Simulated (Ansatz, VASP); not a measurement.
**One calculation of SiC, two programs**

File INCAR:

```
PREC = Accurate ; ENCUT = 520
EDIFF = 1E-7 ; ISMEAR = 0
SIGMA = 0.05 ; LREAL = False
LASPH = True ; NELM = 60
ALGO = Normal ; ISIF = 2
LWAVE = False ; LCHARG = False
GGA = PS ; NBANDS = 26
```

File KPOINTS:

```
regular mesh
0
Gamma
  12 12 4
```

File POSCAR:

```
SiC
1.0
    3.1499000000      0.0000000000      0.0000000000
   -1.5749500000      2.7278934194      0.0000000000
    0.0000000000      0.0000000000      9.5384000000
Si C
4 4
Direct
    0.6666666667      0.3333333333      0.9378278494
    0.3333333333      0.6666666667      0.4378278494
    0.0000000000      0.0000000000      0.6878973398
    0.0000000000      0.0000000000      0.1878973398
    0.6666666667      0.3333333333      0.7498191768
    0.3333333333      0.6666666667      0.2498191768
    0.0000000000      0.0000000000      0.5004546340
    0.0000000000      0.0000000000      0.0004546340
```

Input for Ansatz:

```yaml
crystal:
  lattice:
    - [3.1499, 0.0, 0.0]
    - [-1.57495, 2.7278934194, 0.0]
    - [0.0, 0.0, 9.5384]
  atoms:
    - { symbol: Si, position: [0.6666666667, 0.3333333333, 0.9378278494] }
    - { symbol: Si, position: [0.3333333333, 0.6666666667, 0.4378278494] }
    - { symbol: Si, position: [0.0, 0.0, 0.6878973398] }
    - { symbol: Si, position: [0.0, 0.0, 0.1878973398] }
    - { symbol: C, position: [0.6666666667, 0.3333333333, 0.7498191768] }
    - { symbol: C, position: [0.3333333333, 0.6666666667, 0.2498191768] }
    - { symbol: C, position: [0.0, 0.0, 0.500454634] }
    - { symbol: C, position: [0.0, 0.0, 0.000454634] }
basis:
  ecutwfc: 520.0
kpoints:
  mp_grid: { grid: [12, 12, 4] }
hamiltonian:
  xc: pbesol
  pseudopotentials: { kind: paw, azcp: { folder: soft_1 } }
scf:
  occupations: { method: gaussian, width: 0.05 }
output:
  forces: true
  stress: true
  eigenvalues: true
  write_density: true
  write_potential: true
  elf: true
  volumetric_format: npy
```

Alike in both runs: task single point; functional PBEsol; k mesh 12 × 12 × 4; occupations gaussian, width 0.05 eV; no spin polarisation.

|  | VASP | Ansatz |
| --- | --- | --- |
| version | VASP 6.6.1 | Ansatz 0.2.0 |
| potentials or method | VASP PAW PBE potentials, release 64 (Si, C) | scalar-relativistic, plane waves, PAW |
| plane-wave cutoff (eV) | 520 | 520 |
| valence electrons in the cell | 32 | 32 |

```tsv
	VASP	Ansatz	Ansatz less VASP
gap on the k mesh at the Fermi level (eV)	1.67	1.68	+0.016
least direct gap on the mesh (eV)	2.81	2.82	+0.010
pressure (GPa)	4.1	3.8	-0.36
largest component of the traceless stress (GPa)	31.39	31.17	-0.212
rms of the force components (eV/Å)	0.682	0.676	-0.0058
```

Atom by atom the forces differ by 0.006 eV/Å (rms over components). Ansatz warned: «pseudo_functional_mismatch».

Caveats: the PAW data sets were made with another functional, which shifts forces and pressure a little (VASP). A k mesh can miss the band edges. Expect the measured gap to be larger: semilocal functionals such as PBEsol lack the derivative discontinuity.
